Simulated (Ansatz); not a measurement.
Na: changing the functional

The cell as given:

Space group Im-3m (No. 229). a = 4.282 Å, b = 4.282 Å, c = 4.282 Å, α = 90.00°, β = 90.00°, γ = 90.00°
```csv
atom,site,symmetry,x,y,z
Na,2a,m-3m,0.0000,0.0000,0.0000
```

Kept alike: task relaxation of cell and atoms; k mesh 9 × 9 × 9; occupations fermi-dirac, width 0.05 eV; no spin polarisation. Program: Ansatz, Ansatz PAW. Cutoffs run from 420 to 500 eV. The mesh is that of the run's cell of 1 atom. No spin-orbit coupling.

```csv
functional,volume (Å³/atom)
BLYP,36.999
PBE,36.702
PBEsol,36.233
RPBE,39.256
r2SCAN,37.545
revPBE,39.256
```

Stopped at the starting cell, within the stress tolerance: RPBE, revPBE. The relaxations keep at least the cell's symmetry (Im-3m). For a metal such a mesh leaves the last digits unconverged. Relaxations stop with a little pressure left, so the last digits of a volume or edge aren't settled. Runs of this series that gave no sound value for these columns are left out. All rows use potentials made for PBE.

Problem. What does the functional change here?

Solution. The volume runs from 36.233 (PBEsol) to 39.256 Å³/atom (RPBE; revPBE). From PBE: BLYP +0.297; PBEsol -0.469; RPBE +2.554; r2SCAN +0.843; revPBE +2.554.
